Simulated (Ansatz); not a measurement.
# Ta12H: the cost of one run

Program: Ansatz 0.2.0. Level of theory: DFT PBE, scalar-relativistic, plane waves, PAW. These are calculated values, not measurements.

## 1. The system as given

The structure is cubic, space group Im-3m (No. 229). Conventional cell: a = 3.303 Å, b = 3.303 Å, c = 3.303 Å, α = 90.00°, β = 90.00°, γ = 90.00°. Ta (site symmetry m-3m) has 8 Ta at 2.86 Å as nearest neighbours.

As a file:

```xyz
1
Lattice="-1.6513 1.6513 1.6513 1.6513 -1.6513 1.6513 1.6513 1.6513 -1.6513" Properties=species:S:1:pos:R:3 pbc="T T T"
Ta    0.0000    0.0000    0.0000
```

The structure comes from the Crystallography Open Database.

## 7. The grid

Atoms count from 1 in the order of the input.

H is moved along a line over the surface and along the normal, above a rigid substrate.

- position of H13 along the diagonal of the surface cell, from above Ta9: 6 values from 0.00 to 2.77 Å, periodic
- height of H13 above the plane of Ta9: 8 values from 0.69 to 3.77 Å

Nothing else is relaxed. Points are written as (first, second).

(The set-up runs are not shown.)

## 8. Grid point (0.00 Å, 1.43 Å)

Input file input.yaml:

```yaml
crystal:
  lattice:
    - [5.7483122763, 0.0, 0.0]
    - [-1.9161040921, 5.419560788, 0.0]
    - [0.0, 0.0, 21.5270921065]
  atoms:
    - { symbol: Ta, position: [0.25, 0.25, 0.1858123698] }
    - { symbol: Ta, position: [0.25, 0.75, 0.1858123698] }
    - { symbol: Ta, position: [0.75, 0.25, 0.1858123698] }
    - { symbol: Ta, position: [0.75, 0.75, 0.1858123698] }
    - { symbol: Ta, position: [0.0, 0.0, 0.2909752139] }
    - { symbol: Ta, position: [0.0, 0.5, 0.2909752139] }
    - { symbol: Ta, position: [0.5, 0.0, 0.2909752139] }
    - { symbol: Ta, position: [0.5, 0.5, 0.2909752139] }
    - { symbol: Ta, position: [0.25, 0.25, 0.396109798] }
    - { symbol: Ta, position: [0.25, 0.75, 0.396109798] }
    - { symbol: Ta, position: [0.75, 0.25, 0.396109798] }
    - { symbol: Ta, position: [0.75, 0.75, 0.396109798] }
    - { symbol: H, position: [0.25, 0.25, 0.4625377202], spin: 1.0 }
basis:
  ecutwfc: 420
kpoints:
  mp_grid: { grid: [5, 5, 1] }
hamiltonian:
  xc: pbe
scf:
  occupations: { method: gaussian, width: 0.1 }
output:
  forces: true
  eigenvalues: true
  populations: true
magnetization:
  spin_polarized: true
efield:
  axis: 3
  dipole_correction: true
  ramp_width: 0.04
```

The run is started by

```console
$ ansatz run input.yaml --threads 4 --pin off --max-ram 12288MiB --backend cpu --events-out ev --progress --plain --runs-dir out
```

**Question.** How long does this run take on 4 threads of Arm Neoverse V1, shared host, and how much memory does it need?

About 70 s, with a peak of 1.9 GiB.
